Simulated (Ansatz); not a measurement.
## Structure search for SnSe

The calculation used DFT PBE+D3(BJ), scalar-relativistic, plane waves, PAW in Ansatz 0.2.0. Settings: cutoff 420 eV, Γ-centred meshes spaced at most about 0.3 Å⁻¹ (2π included), Gaussian smearing. No spin polarisation.

The zero of energy is the elements' standard structures at the same level; no fitted shifts are applied. The references include grey tin.

These are static total energies at zero pressure. Larger cells and other orderings weren't all tried, so the list isn't exhaustive. Kohn–Sham gaps at this level usually fall short of measured ones.

Invented guesses and database cells were relaxed alike, and ends that match in structure were merged. ΔE counts from the first row. Coordination counts Se atoms around Sn (those within 1.25 times the shortest such distance or 1.15 times the sum of covalent radii, 1.27 where that leaves under three; a plus sign parts nearer from farther groups). The ends were matched against large subsets of the Crystallography Open Database and the Materials Project, so a missing match doesn't prove that a structure is unreported.

```
#                                 reached from        type and space group  atoms  Å³/atom  coordination  ΔE (meV/atom)  gap on mesh (eV)  in databases
1                   a cell as deposited in COD               Pnma (No. 62)      8     26.2        Sn 3+3              0              0.54           COD
2                   a cell as deposited in COD  rock salt, Fm-3m (No. 225)      2     26.6          Sn 6              3              0.69           COD
3                        a measured cell (COD)               Cmcm (No. 63)      4     25.9        Sn 1+4              7              0.30           COD
4  sheets of the InSe type stacked, one a cell             P-6m2 (No. 187)      4     36.7          Sn 3            197              0.85      no match
```

The lowest: Space group Pnma (No. 62), orthorhombic, a = 11.491 Å, b = 4.169 Å, c = 4.381 Å. Sn has 3 Se at 2.77–2.82 Å and 3 Se at 3.27–3.43 Å; Se is surrounded by 3 Sn at 2.77–2.82 Å. Its energy over the elements is −0.486 eV/atom. It is a structure that the Crystallography Open Database (COD) lists. Another listed form, in Fm-3m, lies only 3 meV/atom higher, within the functional's error.

```
CELL_PARAMETERS angstrom
11.49141 0.00000 0.00000
0.00000 4.16937 0.00000
0.00000 0.00000 4.38130
ATOMIC_POSITIONS crystal
Sn 0.61800 0.75000 0.40534
Sn 0.88200 0.25000 0.90534
Sn 0.38200 0.25000 0.59466
Sn 0.11800 0.75000 0.09466
Se 0.14285 0.25000 0.52330
Se 0.64285 0.25000 0.97670
Se 0.35715 0.75000 0.02330
Se 0.85715 0.75000 0.47670
```

The second: Space group Fm-3m (No. 225), cubic, a = 5.973 Å. Around Sn lie 6 Se at 2.99 Å; Se is surrounded by 6 Sn at 2.99 Å. Counting Se atoms around Sn, the first has Sn 3+3 and the second has Sn 6. Cells relaxed within their symmetry can be saddle points. Some types were kept out of the candidates beforehand, so the set may lack a known form.
